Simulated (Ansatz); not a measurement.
# BaTiO3 (Barioperovskite) under changes of volume

One of the cells (12.867 Å³/atom); the others are scaled copies at fixed shape and fractional positions:

```
Ba Ti O
1.0
     3.98550    0.00000    0.00000
     0.00000    2.83690    2.84515
     0.00000   -2.83690    2.84515
Ba Ti O
1 1 3
Direct
  0.00000 0.00000 0.00000
  0.50000 0.51240 0.51240
  0.50000 0.99184 0.50524
  0.50000 0.50524 0.99184
  0.00000 0.48740 0.48740
```

* Program: Ansatz 0.2.0
* Functional: PBEsol
* Potentials or basis: all-electron LAPW, scalar-relativistic
* Cutoff: 386 eV (chosen from the basis error)
* Basis error allowed: 0.002 eV/atom
* k mesh: 7 × 7 × 7
* Occupations: fermi-dirac, width 0.05 eV
* Spin: no spin polarisation

```csv
volume (Å³/atom),energy over the lowest point (meV/atom),pressure (GPa),gap on the mesh (eV),largest force (eV/Å)
12.095,?,?,?,?
12.353,2.11,3.3,2.03,0.211
12.610,0.00,-0.5,1.98,0.237
12.867,3.65,-3.9,1.94,0.290
13.125,12.45,-7.0,1.89,0.354
13.382,25.86,-9.7,1.85,0.421
13.639,43.37,-12.1,1.81,0.488
```

Question: What does the run at 12.095 Å³/atom give?

Answer: Energy over the lowest point 10.68 meV/atom; pressure 7.5 GPa; gap on the mesh 2.07 eV; largest force 0.231 eV/Å.

Worked out: A Birch-Murnaghan fit of order 3 (a polynomial in V^(-2/3)) to the other rows has its minimum at 12.57 Å³/atom with B0 = V·E''(V) = 178 GPa and B' = 4.4 at fixed shape and positions, which overstates the stiffness. It gives 10.67 meV/atom at 12.095 Å³/atom, against the run's 10.68, and -dE/dV = 7.5 GPa, against 7.5. A straight line through the other rows of the gap, of slope -2.22 eV per unit of ln V, extrapolates to 2.08 eV, against the run's 2.07.

Energies are extrapolated to zero smearing.

Caveats: spin-orbit coupling is left out, which moves the levels of the heavy elements; an odd mesh through Γ misses points on the zone boundary, where band edges often lie.
